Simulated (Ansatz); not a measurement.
Si: equation of state with r2SCAN

The system is Si.

```xyz
4
Lattice="-3.3254 3.3254 1.9224 3.3254 -3.3254 1.9224 3.3254 3.3254 -1.9224" Properties=species:S:1:pos:R:3 pbc="T T T"
Si   -2.1363    2.1363    1.9224
Si    2.1363   -2.1363    1.9224
Si    2.1363    2.1363    1.9224
Si    1.1892    1.1892    0.0000
```

This isn't the form of Si at room conditions, which is diamond.

```
Program             : Ansatz 0.2.0
Task                : equation of state
Functional          : r2SCAN
Potentials or basis : Ansatz PAW
Cutoff              : 500 eV
Density cutoff      : 2000 eV
k mesh              : 8 × 8 × 8
Occupations         : fermi-dirac, width 0.05 eV
Spin                : no spin polarisation
```

| Property | Result |
| --- | --- |
| Equilibrium volume | 21.28 Å³/atom |
| Bulk modulus at fixed shape and positions | 89 GPa |
| Pressure derivative of the bulk modulus | 4.2 |

Energy against volume, from the lowest point:
```csv
volume (Å³/atom),energy (meV/atom)
19.983,24.58
20.409,10.71
20.834,2.71
21.259,0.00
21.684,2.06
22.109,8.42
22.534,18.65
```

All runs of the series together: 40 s on 2 threads of Arm Neoverse V1, with other jobs on the host.

Caveat: the cell was scaled at fixed shape and fractional positions, which overstates the stiffness of a crystal with free parameters, most of all of layers and chains; the PAW data sets were made with another functional, which shifts forces and pressure a little.
